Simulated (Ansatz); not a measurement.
All numbers below come from DFT PBE, scalar-relativistic, plane waves, PAW (Ansatz). Settings: cutoff 420 eV, Γ-centred meshes spaced at most about 0.3 Å⁻¹, and about 0.25 Å⁻¹ or finer for metals (2π included), Gaussian smearing. No spin polarisation.

Each guess is relaxed in cell and atoms at zero pressure, on a coarse mesh first where it starts far from rest and then on a converged one. The steps can't lower the symmetry of the start, but it can rise. Energies are static (0 K, no zero-point motion).

Two unrelaxed guesses for Hg2Se:

A.

```yaml
crystal:
  lattice:
    - [0.00000, 3.39002, 3.39002]
    - [3.39002, 0.00000, 3.39002]
    - [3.39002, 3.39002, 0.00000]
  atoms:
    - { symbol: Hg, position: [0.25000, 0.25000, 0.25000] }
    - { symbol: Hg, position: [0.75000, 0.75000, 0.75000] }
    - { symbol: Se, position: [0.00000, 0.00000, 0.00000] }
```

B.

```yaml
crystal:
  lattice:
    - [4.10394, 0.00000, 0.00000]
    - [-2.05197, 3.55411, 0.00000]
    - [0.00000, 0.00000, 6.21769]
  atoms:
    - { symbol: Hg, position: [0.66667, 0.33333, 0.24500] }
    - { symbol: Hg, position: [0.33333, 0.66667, 0.75500] }
    - { symbol: Se, position: [0.00000, 0.00000, 0.50000] }
```

Task: Where do they end, and which end is lower?

Result: B ends lower, by 124 meV/atom. A: Fm-3m at 26.0 Å³/atom → Fm-3m (anti-fluorite type) at 28.3 Å³/atom; B: P-3m1 at 30.2 Å³/atom → P-3m1 (anti-cadmium iodide type) at 25.5 Å³/atom. Counting Se atoms around Hg (those within 1.25 times the shortest such distance or 1.15 times the sum of covalent radii; the shortest distance is added where it is long for a bond), the end of A has Hg 4 from 3.0 Å and the end of B has Hg 3. End of A. Conventional cell: a = 6.980 Å. Hg is surrounded by 4 Se at 3.02 Å and 6 Hg at 3.49 Å; Se is surrounded by 8 Hg at 3.02 Å. End of B. Conventional cell: a = 4.153 Å, c = 5.130 Å. Around Hg lie 3 Se at 2.90 Å and 3 Hg at 3.04 Å; Se is surrounded by 6 Hg at 2.90 Å.

Ends held by symmetry can be saddle points. Spin–orbit coupling, which can matter for Hg, is left out.
